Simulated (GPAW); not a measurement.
Crystal: Ca.

```
CELL_PARAMETERS angstrom
-2.20520 2.20520 2.19611
2.20520 -2.20520 2.19611
2.20520 2.20520 -2.19611
ATOMIC_POSITIONS crystal
Ca 0.50000 0.50000 0.00000
```

This isn't the form of Ca at room conditions, which is fcc.

```yaml
Program: GPAW 26.7.0
Task: single point
Functional: PBE
Potentials_or_basis: GPAW PAW data sets (gpaw-data 1.2.1)
Cutoff: 600 eV
Basis: pw
k_mesh: 9 × 9 × 9
Occupations: fermi-dirac, width 0.05 eV
Spin: no spin polarisation
```

On this cell: pressure -0.1 GPa; band gap on the k mesh none (metal or under the smearing width).

The same run follows on a disturbed copy (cell strained at random at fixed volume):

```
CELL_PARAMETERS angstrom
-2.20381 2.16290 2.16035
2.21237 -2.21105 2.21730
2.22688 2.23412 -2.20869
ATOMIC_POSITIONS crystal
Ca 0.50653 0.49482 0.99392
```

Question: What does the disturbed cell give?

Answer: The energy (extrapolated to zero smearing) moves by +0.5 meV/atom; pressure -0.1 GPa; band gap on the k mesh none (metal or under the smearing width).

Stress tensor (GPa, compression positive):
```
-0.12 -0.13 -0.06
-0.13 -0.16  0.22
-0.06  0.22 -0.15
```
